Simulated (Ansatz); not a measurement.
# AlP: how the settings move a single-point run

Question: which choices in the input matter for AlP?

The COD entry's cell or inner coordinates are ideal or old and differ from later refinements, so a difference from it is no clean test against experiment.

Computed with Ansatz 0.2.0 (reference: DFT, r2SCAN, PAW with Ansatz's default frozen-core files, scalar-relativistic, unless a step's input says otherwise).

### 1 The starting structure

The structure is cubic, space group F-43m (No. 216). The conventional cell has a = 5.523 Å, b = 5.523 Å, c = 5.523 Å, α = 90.00°, β = 90.00°, γ = 90.00°. Al (site symmetry -43m) is surrounded by 4 P at 2.39 Å. P (site symmetry -43m) has 4 Al at 2.39 Å in its first shell of neighbours.

As a file:

```cif
data_structure
_symmetry_space_group_name_H-M 'P 1'
_symmetry_Int_Tables_number 1
_cell_length_a 3.9052
_cell_length_b 3.9052
_cell_length_c 3.9052
_cell_angle_alpha 60.000
_cell_angle_beta 60.000
_cell_angle_gamma 60.000
_cell_volume 42.11
loop_
_atom_site_label
_atom_site_type_symbol
_atom_site_fract_x
_atom_site_fract_y
_atom_site_fract_z
_atom_site_occupancy
Al1 Al 0.00000 0.00000 0.00000 1
P1 P 0.75000 0.75000 0.75000 1
```

### 2 The reference run

input.yaml reads:

```yaml
crystal:
  lattice:
    - [0.0, 2.7613659551, 2.7613659551]
    - [2.7613659551, 0.0, 2.7613659551]
    - [2.7613659551, 2.7613659551, 0.0]
  atoms:
    - { symbol: Al, position: [0.0, 0.0, 0.0] }
    - { symbol: P, position: [0.75, 0.75, 0.75] }
kpoints:
  mp_grid: { grid: [12, 12, 12] }
scf:
  occupations: { method: fermi_dirac, width: 0.03 }
hamiltonian:
  xc: r2scan
  pseudopotentials: { kind: paw }
output:
  forces: true
  stress: true
  eigenvalues: true
  efg: { contact_densities: true }
```

On the command line:

```
> ansatz run input.yaml --threads 1 --pin off --max-ram 2048MiB --backend cpu --events-out ev --progress --plain --runs-dir out
```

### 3 Changed: xc rpbe

Edit input.yaml of step 2 so:

```diff
@@ -13,3 +13,3 @@
 hamiltonian:
-  xc: r2scan
+  xc: rpbe
   pseudopotentials: { kind: paw }
```

Q: Predict the outcome of this session. Wanted: for each run, ending; energy change; pressure; gap; force.

The runs gave:

```
       run     ending   energy change  pressure (GPa)  gap (eV)  force (eV/Å)  cycles   time
 reference  converged               -            -2.1      1.97          0.00       6  8.1 s
1: xc rpbe  converged  not comparable             0.9      1.73          0.00       6  4.2 s
```

Residual by cycle in the longest SCF loop of each run; runs are numbered as in the table. The quantity is the density residual dr2, in eV.

```
cycle  reference    run 1
    1    0.00329  0.00112
    2    0.00131   1.3e-4
    3     4.8e-4   3.2e-6
    4     1.6e-5   9.3e-8
    5     4.7e-7   3.0e-8
    6     2.8e-9   1.7e-9
```

What this shows: After a change of functional the difference of the totals has no physical meaning; the pressure goes from -2.1 to 0.9 GPa and the gap on the mesh goes from 1.97 to 1.73 eV. At this fixed cell a higher pressure means that this functional prefers a larger volume than the reference. Cost: 4.2 s against 8.1 s.

The gaps are Kohn-Sham values of a semilocal functional, not quasiparticle or optical gaps. Such gaps usually fall short of the measured ones.
